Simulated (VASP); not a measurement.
# CdSe: convergence, relaxation of the cell

CdSe, P6_3mc (no. 186), 4 atoms in the cell. PBE; PAW potentials Cd, Se (PBE set). VASP 6.6.1. The cell is changed on purpose: volume scaled by 1.06.

Wanted: cell volume within 0.2 %; lattice lengths within 0.1 %; shortest distances from each atom, periodic images included within 0.005 Å.

What the run is for: cell; Accuracy asked: standard.

The series start from Plane-wave cutoff (eV): 410; k-point mesh: 5 × 5 × 3; Relaxation passes: 2; Ionic threshold (EDIFFG): -0.005; Electronic threshold (eV): 1e-6; Precision mode (PREC): Accurate; Relaxation algorithm: IBRION=2 POTIM=0.5. Each series keeps the choices made before it, and each single choice may use up half of a tolerance. Times cover all steps of a run.

## Plane-wave cutoff (eV)

| Plane-wave cutoff (eV) | Cell volume (Å³) | Lattice lengths, largest deviation against the largest value | Shortest distances from each atom, periodic images included, largest deviation (Å) | Time (s) |
|---|---|---|---|---|
| 280 | 118.4 | 0.39 % | 0.0098 | 78 |
| 320 | 119.5 | 0.13 % | 0.0023 | 125 |
| 360 | 118.7 | 0.32 % | 0.0088 | 107 |
| 410 | 118.9 | 0.25 % | 0.0064 | 144 |
| 480 | 119.7 | 0.038 % | 0.0005 | 171 |
| 580 | 119.7 | 0.043 % | 0.0006 | 229 |
| 720 (reference) | 119.7 | 0 % | 0.0000 | 321 |

Chosen: 480, the loosest value from which every tighter one stays within half of the tolerance.

## k-point mesh

| k-point mesh | Cell volume (Å³) | Lattice lengths, largest deviation against the largest value | Shortest distances from each atom, periodic images included, largest deviation (Å) | Time (s) |
|---|---|---|---|---|
| 3 × 3 × 2 | 120.4 | 0.76 % | 0.0127 | 129 |
| 4 × 4 × 2 | 119.7 | 0.22 % | 0.0037 | 125 |
| 5 × 5 × 3 | 119.7 | 0.042 % | 0.0008 | 171 |
| 6 × 6 × 3 | 119.6 | 0.0027 % | 0.0001 | 200 |
| 7 × 7 × 4 (reference) | 119.6 | 0 % | 0.0000 | 350 |

Chosen: 5 × 5 × 3.

## Relaxation passes

| Relaxation passes | Cell volume (Å³) | Lattice lengths, largest deviation against the largest value | Shortest distances from each atom, periodic images included, largest deviation (Å) | Time (s) |
|---|---|---|---|---|
| 1 | 119.7 | 0 % | 0.0000 | 178 |
| 2 | 119.7 | 0 % | 0.0000 | 171 |
| 3 (reference) | 119.7 | 0 % | 0.0000 | 210 |

Chosen: 1.

## Ionic threshold (EDIFFG)

| Ionic threshold (EDIFFG) | Cell volume (Å³) | Lattice lengths, largest deviation against the largest value | Shortest distances from each atom, periodic images included, largest deviation (Å) | Time (s) |
|---|---|---|---|---|
| -0.05 | 119.5 | 0.051 % | 0.0022 | 144 |
| -0.02 | 119.5 | 0.051 % | 0.0022 | 132 |
| -0.01 | 119.7 | 0.0029 % | 0.0001 | 131 |
| -0.005 | 119.7 | 0.0029 % | 0.0001 | 178 |
| -0.002 (reference) | 119.7 | 0 % | 0.0000 | 138 |

Chosen: -0.01.

## Electronic threshold (eV)

| Electronic threshold (eV) | Cell volume (Å³) | Lattice lengths, largest deviation against the largest value | Shortest distances from each atom, periodic images included, largest deviation (Å) | Time (s) |
|---|---|---|---|---|
| 0.0001 | 119.7 | 0.052 % | 0.0012 | 123 |
| 1e-5 | 119.6 | 0.033 % | 0.0018 | 139 |
| 1e-6 | 119.7 | 0.016 % | 0.0010 | 131 |
| 1e-7 (reference) | 119.7 | 0 % | 0.0000 | 112 |

Chosen: 1e-6.

## Precision mode (PREC)

| Precision mode (PREC) | Cell volume (Å³) | Lattice lengths, largest deviation against the largest value | Shortest distances from each atom, periodic images included, largest deviation (Å) | Time (s) |
|---|---|---|---|---|
| Normal | 119.7 | 0.0043 % | 0.0001 | 68 |
| Accurate (reference) | 119.7 | 0 % | 0.0000 | 131 |

Chosen: Normal.

## Relaxation algorithm

| Relaxation algorithm | Cell volume (Å³) | Lattice lengths, largest deviation against the largest value | Shortest distances from each atom, periodic images included, largest deviation (Å) | Time (s) |
|---|---|---|---|---|
| IBRION=2 POTIM=0.5 | 119.7 | 0 % | 0.0000 | 68 |
| IBRION=2 POTIM=0.2 | 119.7 | 0.024 % | 0.0007 | 61 |
| IBRION=1 POTIM=0.5 | 119.7 | 0.008 % | 0.0008 | 40 |
| IBRION=1 POTIM=0.2 | 119.7 | 0.14 % | 0.0010 | 112 |

Chosen: IBRION=1 POTIM=0.5, the fastest of those that stay within half of the tolerance.

## All choices together

| Input | Cell volume (Å³) | Lattice lengths, largest deviation against the largest value | Shortest distances from each atom, periodic images included, largest deviation (Å) | Time (s) |
|---|---|---|---|---|
| the program's defaults (naive) | 117.2 | 0.9 % | 0.0218 | 23 |
| chosen settings | 119.7 | 0.045 % | 0.0012 | 40 |
| reference settings throughout | 119.7 | 0 % | 0.0000 | 668 |

The tolerance is met.

Values of the reference run: Lattice lengths: 4.391, 4.391, 7.167 Å.

## The input

INCAR.step1:
```
  GGA = PE
  ISMEAR = 0
  SIGMA = 0.03
  LWAVE = F
  LCHARG = F
  NSW = 80
  PREC = Normal
  LASPH = T
  LREAL = F
  ALGO = Normal
  EDIFF = 1E-6
  NELM = 120
  GGA_COMPAT = F
  IBRION = 1
  ISIF = 3
  EDIFFG = -0.01
  NELMIN = 4
  ENCUT = 480
  EFERMI = MIDGAP
  KPAR = 2
  POTIM = 0.5
```

INCAR.step2, as INCAR.step1 but for:
```
- NSW = 80
- IBRION = 1
- ISIF = 3
- EDIFFG = -0.01
- NELMIN = 4
- POTIM = 0.5
+ ISIF = 2
```

KPOINTS:
```
Automatic mesh
0
Gamma
  5 5 3
  0 0 0
```

POSCAR.step1:
```
CdSe
1.0
    4.3843351364      0.0000000000      0.0000000000
   -2.1921675682      3.7969456069      0.0000000000
    0.0000000000      0.0000000000      7.1576820134
Cd Se
2 2
Direct
    0.6666666667      0.3333333333      0.5000000000
    0.3333333333      0.6666666667      0.0000000000
    0.6666666667      0.3333333333      0.8850000000
    0.3333333333      0.6666666667      0.3850000000
```

Commands (each step's output is kept before the next begins):
```
cat potpaw_PBE.64/Cd/POTCAR potpaw_PBE.64/Se/POTCAR > POTCAR
cp INCAR.step1 INCAR
cp POSCAR.step1 POSCAR
mpirun -np 2 vasp_std > vasp.out
cp CONTCAR POSCAR
cp INCAR.step2 INCAR
mpirun -np 2 vasp_std > vasp.out
```

The chosen input took VASP 6.6.1 40 s on 2 cores (Intel Xeon Platinum 8488C (Sapphire Rapids)), a shared host.
